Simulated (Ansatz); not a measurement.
## Straining C

These are results of Ansatz 0.2.0, DFT PBEsol, scalar-relativistic, plane waves, PAW, not measurements. Run with 420 eV cutoff, 24×24×8 k-mesh, Gaussian smearing of 0.10 eV, no spin polarisation.

Starting point, cell and atoms relaxed:

```xyz
4
Lattice="2.4589 0.0000 0.0000 -1.2294 2.1295 0.0000 0.0000 0.0000 7.3070" Properties=species:S:1:pos:R:3 pbc="T T T"
C     0.0000    0.0000    1.8268
C     0.0000    0.0000    5.4803
C     0.0000    1.4196    1.8268
C     1.2294    0.7098    5.4803
```

Deformation: c alone is stretched, the rest of the cell is held and the atoms relax, all within the symmetry that the strain leaves. Energies are extrapolated to zero smearing.

| strain (%) | ΔE (meV/atom) | a (Å) | b (Å) | c (Å) |
| --- | --- | --- | --- | --- |
| -4.5 | 0.5 | 2.459 | 2.459 | 6.978 |
| -3.0 | 0.2 | 2.459 | 2.459 | 7.088 |
| -1.5 | 0.0 | 2.459 | 2.459 | 7.197 |
| +0.0 | 0.0 | 2.459 | 2.459 | 7.307 |
| +1.5 | 0.1 | 2.459 | 2.459 | 7.417 |
| +3.0 | 0.2 | 2.459 | 2.459 | 7.526 |
| +4.5 | 0.4 | 2.459 | 2.459 | 7.636 |

Question: What stiffness (1/V) d²E/dε² at zero strain does a cubic fit over all points give?

Answer: A cubic fit gives (1/V) d²E/dε² = 8 GPa at zero strain (the elastic constant along c at held a and b).